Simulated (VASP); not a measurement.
# Si35W18 (a cell with a defect) in VASP: relaxation of the atoms with PBE

Aim: the relaxation of the atoms of Si35W18 (a cell with a defect) with PBE.

Program: VASP 6.6.1. These are calculated values, not measurements. Logs are shortened: lines on timing, memory, paths and dates and some standing lists are left out, and cuts for length are marked.

### Step 1. Starting point

The cell holds a defect, 53 atoms: a = 9.641 Å, b = 9.641 Å, c = 7.830 Å, α = 90.00°, β = 90.00°, γ = 90.00°.

### Step 2. Relaxation of the atoms, PBE

INCAR reads:

```
SYSTEM = Si35W18
ALGO = Normal
EDIFF = 1E-6
EDIFFG = -0.01
ENCUT = 520
GGA = PE
IBRION = 2
ISIF = 2
ISMEAR = 1
LASPH = .TRUE.
LCHARG = .FALSE.
LREAL = .FALSE.
LWAVE = .FALSE.
NELM = 60
NSW = 40
PREC = Accurate
SIGMA = 0.1
```

KPOINTS reads:

```
k-points
0
G
  3 3 3
  0 0 0
```

POSCAR reads:

```
Si35W18
1.0
    9.6414000000      0.0000000000      0.0000000000
    0.0000000000      9.6414000000      0.0000000000
    0.0000000000      0.0000000000      7.8299000000
Si W
35 18
Direct
    0.3333333333      0.0000000000      0.3347000000
    0.6666666667      0.0000000000      0.3347000000
    0.0000000000      0.3333333333      0.3347000000
    0.1666666667      0.1666666667      0.8347000000
    0.3333333333      0.3333333333      0.3347000000
    0.5000000000      0.1666666667      0.8347000000
    0.6666666667      0.3333333333      0.3347000000
    0.8333333333      0.1666666667      0.8347000000
    0.0000000000      0.6666666667      0.3347000000
    0.1666666667      0.5000000000      0.8347000000
    0.3333333333      0.6666666667      0.3347000000
    0.5000000000      0.5000000000      0.8347000000
    0.6666666667      0.6666666667      0.3347000000
    0.8333333333      0.5000000000      0.8347000000
    0.1666666667      0.8333333333      0.8347000000
    0.5000000000      0.8333333333      0.8347000000
    0.8333333333      0.8333333333      0.8347000000
    0.3333333333      0.0000000000      0.6653000000
    0.6666666667      1.0000000000      0.6653000000
    0.0000000000      0.3333333333      0.6653000000
    0.1666666667      0.1666666667      0.1653000000
    0.3333333333      0.3333333333      0.6653000000
    0.5000000000      0.1666666667      0.1653000000
    0.6666666667      0.3333333333      0.6653000000
    0.8333333333      0.1666666667      0.1653000000
    1.0000000000      0.6666666667      0.6653000000
    0.1666666667      0.5000000000      0.1653000000
    0.3333333333      0.6666666667      0.6653000000
    0.5000000000      0.5000000000      0.1653000000
    0.6666666667      0.6666666667      0.6653000000
    0.8333333333      0.5000000000      0.1653000000
    0.1666666667      0.8333333333      0.1653000000
    0.5000000000      0.8333333333      0.1653000000
    0.8333333333      0.8333333333      0.1653000000
    0.0000000000      0.0000000000      0.5000000000
    0.0000000000      0.0000000000      0.0000000000
    0.3333333333      0.0000000000      0.0000000000
    0.6666666667      0.0000000000      0.0000000000
    0.0000000000      0.3333333333      0.0000000000
    0.1666666667      0.1666666667      0.5000000000
    0.3333333333      0.3333333333      0.0000000000
    0.5000000000      0.1666666667      0.5000000000
    0.6666666667      0.3333333333      0.0000000000
    0.8333333333      0.1666666667      0.5000000000
    0.0000000000      0.6666666667      0.0000000000
    0.1666666667      0.5000000000      0.5000000000
    0.3333333333      0.6666666667      0.0000000000
    0.5000000000      0.5000000000      0.5000000000
    0.6666666667      0.6666666667      0.0000000000
    0.8333333333      0.5000000000      0.5000000000
    0.1666666667      0.8333333333      0.5000000000
    0.5000000000      0.8333333333      0.5000000000
    0.8333333333      0.8333333333      0.5000000000
```

Potentials or basis: VASP PAW PBE potentials, release 64 (Si, W_sv).

Started as:

```console
cat potpaw_PBE.64/Si/POTCAR potpaw_PBE.64/W_sv/POTCAR > POTCAR
mpirun -np 8 vasp_std > vasp.out
```

OUTCAR:

```text
SYSTEM = Si35W18
   EDIFF = 1E-6
   EDIFFG = -0.01
   ENCUT = 520
   GGA = PE
   IBRION = 2
   ISIF = 2
   ISMEAR = 1
   LASPH = .TRUE.
   LREAL = .FALSE.
   NELM = 60
   NSW = 40
   PREC = Accurate

 ion  position               nearest neighbor table
   1  0.333  0.000  0.335-  18 2.59  40 2.62  51 2.62  42 2.62  52 2.62  37 2.62  32 2.63  21 2.63
                            33 2.63  23 2.63
   2  0.667  0.000  0.335-  19 2.59  44 2.62  53 2.62  52 2.62  42 2.62  38 2.62  34 2.63  25 2.63
                            23 2.63  33 2.63
   3  0.000  0.333  0.335-  20 2.59  40 2.62  44 2.62  46 2.62  50 2.62  39 2.62  25 2.63  21 2.63
                            31 2.63  27 2.63
   4  0.167  0.167  0.835-  21 2.59  41 2.62  39 2.62  37 2.62  36 2.62  40 2.62  22 2.63  20 2.63
                            18 2.63
   5  0.333  0.333  0.335-  22 2.59  40 2.62  42 2.62  46 2.62  48 2.62  41 2.62  21 2.63  27 2.63
                            23 2.63  29 2.63
   6  0.500  0.167  0.835-  23 2.59  41 2.62  43 2.62  37 2.62  38 2.62  42 2.62  24 2.63  22 2.63
                            18 2.63  19 2.63
   7  0.667  0.333  0.335-  24 2.59  44 2.62  42 2.62  50 2.62  48 2.62  43 2.62  25 2.63  31 2.63
                            23 2.63  29 2.63
   8  0.833  0.167  0.835-  25 2.59  43 2.62  39 2.62  38 2.62  36 2.62  44 2.62  24 2.63  20 2.63
                            19 2.63
   9  0.000  0.667  0.335-  26 2.59  51 2.62  53 2.62  46 2.62  50 2.62  45 2.62  34 2.63  32 2.63
[... 36 lines left out ...]
                             9 2.63   3 2.63
  28  0.333  0.667  0.665-  11 2.59  51 2.62  46 2.62  52 2.62  48 2.62  47 2.62  15 2.63  16 2.63
                            10 2.63  12 2.63
  29  0.500  0.500  0.165-  12 2.59  41 2.62  43 2.62  47 2.62  49 2.62  48 2.62  11 2.63   5 2.63
                            13 2.63   7 2.63
  30  0.667  0.667  0.665-  13 2.59  53 2.62  52 2.62  50 2.62  48 2.62  49 2.62  17 2.63  14 2.63
                            16 2.63  12 2.63
  31  0.833  0.500  0.165-  14 2.59  43 2.62  49 2.62  45 2.62  39 2.62  50 2.62   7 2.63  13 2.63
                             9 2.63   3 2.63
  32  0.167  0.833  0.165-  15 2.59  47 2.62  45 2.62  37 2.62  36 2.62  51 2.62  11 2.63   9 2.63
                             1 2.63
  33  0.500  0.833  0.165-  16 2.59  47 2.62  49 2.62  37 2.62  38 2.62  52 2.62  11 2.63  13 2.63
                             1 2.63   2 2.63
  34  0.833  0.833  0.165-  17 2.59  49 2.62  45 2.62  38 2.62  36 2.62  53 2.62  13 2.63   9 2.63
                             2 2.63
  35  0.000  0.000  0.500-  40 2.27  44 2.27  51 2.27  53 2.27
  36  0.000  0.000  0.000-   4 2.62   8 2.62  15 2.62  17 2.62  21 2.62  25 2.62  32 2.62  34 2.62
                            37 3.21  38 3.21  39 3.21  45 3.21
  37  0.333  0.000  0.000-   4 2.62  15 2.62  21 2.62  32 2.62   6 2.62  23 2.62  16 2.62  33 2.62
                             1 2.62  18 2.62  36 3.21  41 3.21  47 3.21  38 3.21
  38  0.667  0.000  0.000-   8 2.62  17 2.62  25 2.62  34 2.62  23 2.62  16 2.62  33 2.62   6 2.62
                             2 2.62  19 2.62  36 3.21  43 3.21  49 3.21  37 3.21
  39  0.000  0.333  0.000-   4 2.62   8 2.62  21 2.62  25 2.62  10 2.62  14 2.62  27 2.62  31 2.62
                             3 2.62  20 2.62  36 3.21  41 3.21  43 3.21  45 3.21
  40  0.167  0.167  0.500-  35 2.27  22 2.62   5 2.62  18 2.62  20 2.62   3 2.62   1 2.62   4 2.62
                            21 2.62  42 3.21  46 3.21  44 3.21  51 3.21
  41  0.333  0.333  0.000-   4 2.62  21 2.62  10 2.62   6 2.62  23 2.62  27 2.62  12 2.62  29 2.62
[... 287 lines left out ...]
 number of electron     391.9999999 magnetization

 Free energy of the ion-electron system (eV)
  ---------------------------------------------------
  ext. energy  EPLUGINS =         0.00000000
  ---------------------------------------------------
  free energy    TOTEN  =      -435.95033695 eV

  energy without entropy =     -435.93673231  energy(sigma->0) =     -435.94580207

------------------------ aborting loop because EDIFF is reached ----------------------------------------

  FORCE on cell =-STRESS in cart. coord.  units (eV):
  Direction    XX          YY          ZZ          XY          YZ          ZX
  --------------------------------------------------------------------------------------
  -------------------------------------------------------------------------------------
  Total       18.5558342     18.5558342     28.9558784      0.0000000      0.0000000     -0.0000000
  in kB       40.8464811     40.8464811     63.7398312      0.0000000      0.0000000     -0.0000000
  external PRESSURE =      48.4775978 kB  Pullay stress =       0.0000000 kB
[... 242 lines left out ...]
  FREE ENERGIE OF THE ION-ELECTRON SYSTEM (eV)
  ---------------------------------------------------
  free  energy   TOTEN  =      -437.1864210940 eV

  energy  without entropy=     -437.1970402251  energy(sigma->0) =     -437.18996080

[... ionic steps 4 to 9 ...]

--------------------------------------- Ionic step       10  -------------------------------------------

 number of electron     392.0000017 magnetization

------------------------ aborting loop because EDIFF is reached ----------------------------------------
[... 169 lines left out ...]
--------------------------------------- Ionic step       12  -------------------------------------------

 number of electron     392.0000016 magnetization

 Free energy of the ion-electron system (eV)
  ---------------------------------------------------
  ext. energy  EPLUGINS =         0.00000000
  ---------------------------------------------------
  free energy    TOTEN  =      -437.41299707 eV

  energy without entropy =     -437.39577891  energy(sigma->0) =     -437.40725768

 E-fermi :  11.2783     XC(G=0): -12.4418

 val. band max:       11.2630457832   @ k =   0.3333   0.3333   0.0000
 cond. band min:      11.2836439951   @ k =   0.3333   0.0000   0.0000
 fundamental gap:      0.0205982119
 Fermi energy:        11.2782771054

 k-point     1 :       0.0000    0.0000    0.0000
  band No.  band energies     occupation
      1     -62.3166      2.00000
      2     -62.3044      2.00000
      3     -62.2995      2.00000
      4     -62.2995      2.00000
      5     -62.2995      2.00000
      6     -62.2983      2.00000
[... 1255 lines left out ...]
    207      12.9290     -0.00000
    208      13.1059     -0.00000
 [bands above 208 left out]

------------------------ aborting loop because EDIFF is reached ----------------------------------------

  FORCE on cell =-STRESS in cart. coord.  units (eV):
  Direction    XX          YY          ZZ          XY          YZ          ZX
  --------------------------------------------------------------------------------------
  -------------------------------------------------------------------------------------
  Total       12.2933070     12.2933070     30.3685207      0.0000000      0.0000000     -0.0000000
  in kB       27.0609409     27.0609409     66.8494443      0.0000000      0.0000000     -0.0000000
  external PRESSURE =      40.3237753 kB  Pullay stress =       0.0000000 kB
[... 68 lines left out ...]
  FREE ENERGIE OF THE ION-ELECTRON SYSTEM (eV)
  ---------------------------------------------------
  free  energy   TOTEN  =      -437.4129970657 eV

  energy  without entropy=     -437.3957789062  energy(sigma->0) =     -437.40725768

 reached required accuracy - stopping structural energy minimisation
```

Run time: 31 min. Hardware: 8 MPI ranks of Intel Xeon 6975P-C (Granite Rapids), shared host; peak memory 0.31 GiB.

Results:

```
Free energy                  : -437.4130 eV
Energy gained by relaxing    : 27.6 meV/atom
Ionic steps                  : 12
Pressure after relaxing      : 4.0 GPa
Largest force after relaxing : 0.006 eV/Å
Band gap on the k mesh       : none (metal or under the smearing width)
```

Forces in eV/Å, atoms in the order of the input:
```
Si  -0.002  0.000  0.002
Si   0.002  0.000  0.002
Si   0.000 -0.002  0.002
Si  -0.002 -0.002  0.002
Si  -0.001 -0.001  0.003
Si   0.000  0.002  0.001
Si   0.001 -0.001  0.003
Si   0.002 -0.002  0.002
Si   0.000  0.002  0.002
Si   0.002  0.000  0.001
Si  -0.001  0.001  0.003
Si   0.000  0.000 -0.002
Si   0.001  0.001  0.003
Si  -0.002  0.000  0.001
Si  -0.002  0.002  0.002
Si   0.000 -0.002  0.001
Si   0.002  0.002  0.002
Si  -0.002  0.000 -0.002
Si   0.002  0.000 -0.002
Si   0.000 -0.002 -0.002
Si  -0.002 -0.002 -0.002
Si  -0.001 -0.001 -0.003
Si   0.000  0.002 -0.001
Si   0.001 -0.001 -0.003
Si   0.002 -0.002 -0.002
Si   0.000  0.002 -0.002
Si   0.002  0.000 -0.001
Si  -0.001  0.001 -0.003
Si   0.000  0.000  0.002
Si   0.001  0.001 -0.003
Si  -0.002  0.000 -0.001
Si  -0.002  0.002 -0.002
Si   0.000 -0.002 -0.001
Si   0.002  0.002 -0.002
Si   0.000  0.000  0.000
W    0.000  0.000  0.000
W    0.006  0.000  0.000
W   -0.006  0.000  0.000
W    0.000  0.006  0.000
W    0.003  0.003  0.000
W    0.000  0.000  0.000
W    0.000 -0.003  0.000
W    0.000  0.000  0.000
W   -0.003  0.003  0.000
W    0.000 -0.006  0.000
W   -0.003  0.000  0.000
W    0.000  0.000  0.000
W    0.000  0.000  0.000
W    0.000  0.000  0.000
W    0.003  0.000  0.000
W    0.003 -0.003  0.000
W    0.000  0.003  0.000
W   -0.003 -0.003  0.000
```

Stress tensor (GPa, compression positive):
```
2.71 0.00 0.00
0.00 2.71 0.00
0.00 0.00 6.68
```

Step by step:
| step | energy change (eV) | largest force (eV/Å) | pressure (GPa) |
| --- | --- | --- | --- |
| 1 | 0.0000 | 3.7728 | 4.85 |
| 2 | -1.0903 | 1.6967 | 4.57 |
| 3 | -1.2361 | 0.5619 | 4.40 |
| 4 | -1.3962 | 0.2899 | 4.12 |
| 5 | -1.4126 | 0.2253 | 4.03 |
| 6 | -1.4464 | 0.1049 | 4.05 |
| 7 | -1.4547 | 0.1394 | 4.07 |
| 8 | -1.4617 | 0.0396 | 4.04 |
| 9 | -1.4618 | 0.0398 | 4.04 |
| 10 | -1.4626 | 0.0220 | 4.04 |
| 11 | -1.4626 | 0.0190 | 4.04 |
| 12 | -1.4627 | 0.0058 | 4.03 |

Final structure:
```cif
data_structure
_symmetry_space_group_name_H-M 'P 1'
_symmetry_Int_Tables_number 1
_cell_length_a 9.6414
_cell_length_b 9.6414
_cell_length_c 7.8299
_cell_angle_alpha 90.000
_cell_angle_beta 90.000
_cell_angle_gamma 90.000
_cell_volume 727.84
loop_
_atom_site_label
_atom_site_type_symbol
_atom_site_fract_x
_atom_site_fract_y
_atom_site_fract_z
_atom_site_occupancy
Si1 Si 0.33225 0.00000 0.33338 1
Si2 Si 0.66775 0.00000 0.33338 1
Si3 Si 0.00000 0.33225 0.33338 1
Si4 Si 0.15904 0.15904 0.82885 1
Si5 Si 0.33437 0.33437 0.33035 1
Si6 Si 0.50000 0.16645 0.83407 1
Si7 Si 0.66563 0.33437 0.33035 1
Si8 Si 0.84096 0.15904 0.82885 1
Si9 Si 0.00000 0.66775 0.33338 1
Si10 Si 0.16645 0.50000 0.83407 1
Si11 Si 0.33437 0.66563 0.33035 1
Si12 Si 0.50000 0.50000 0.83602 1
Si13 Si 0.66563 0.66563 0.33035 1
Si14 Si 0.83355 0.50000 0.83407 1
Si15 Si 0.15904 0.84096 0.82885 1
Si16 Si 0.50000 0.83355 0.83407 1
Si17 Si 0.84096 0.84096 0.82885 1
Si18 Si 0.33225 0.00000 0.66662 1
Si19 Si 0.66775 0.00000 0.66662 1
Si20 Si 0.00000 0.33225 0.66662 1
Si21 Si 0.15904 0.15904 0.17115 1
Si22 Si 0.33437 0.33437 0.66965 1
Si23 Si 0.50000 0.16645 0.16593 1
Si24 Si 0.66563 0.33437 0.66965 1
Si25 Si 0.84096 0.15904 0.17115 1
Si26 Si 0.00000 0.66775 0.66662 1
Si27 Si 0.16645 0.50000 0.16593 1
Si28 Si 0.33437 0.66563 0.66965 1
Si29 Si 0.50000 0.50000 0.16398 1
Si30 Si 0.66563 0.66563 0.66965 1
Si31 Si 0.83355 0.50000 0.16593 1
Si32 Si 0.15904 0.84096 0.17115 1
Si33 Si 0.50000 0.83355 0.16593 1
Si34 Si 0.84096 0.84096 0.17115 1
Si35 Si 0.00000 0.00000 0.50000 1
W1 W 0.00000 0.00000 0.00000 1
W2 W 0.33472 0.00000 0.00000 1
W3 W 0.66528 0.00000 0.00000 1
W4 W 0.00000 0.33472 0.00000 1
W5 W 0.17635 0.17635 0.50000 1
W6 W 0.33325 0.33325 0.00000 1
W7 W 0.50000 0.16702 0.50000 1
W8 W 0.66675 0.33325 0.00000 1
W9 W 0.82365 0.17635 0.50000 1
W10 W 0.00000 0.66528 0.00000 1
W11 W 0.16702 0.50000 0.50000 1
W12 W 0.33325 0.66675 0.00000 1
W13 W 0.50000 0.50000 0.50000 1
W14 W 0.66675 0.66675 0.00000 1
W15 W 0.83298 0.50000 0.50000 1
W16 W 0.17635 0.82365 0.50000 1
W17 W 0.50000 0.83298 0.50000 1
W18 W 0.82365 0.82365 0.50000 1
```

The run has no spin-orbit coupling, so splittings on W are missing.
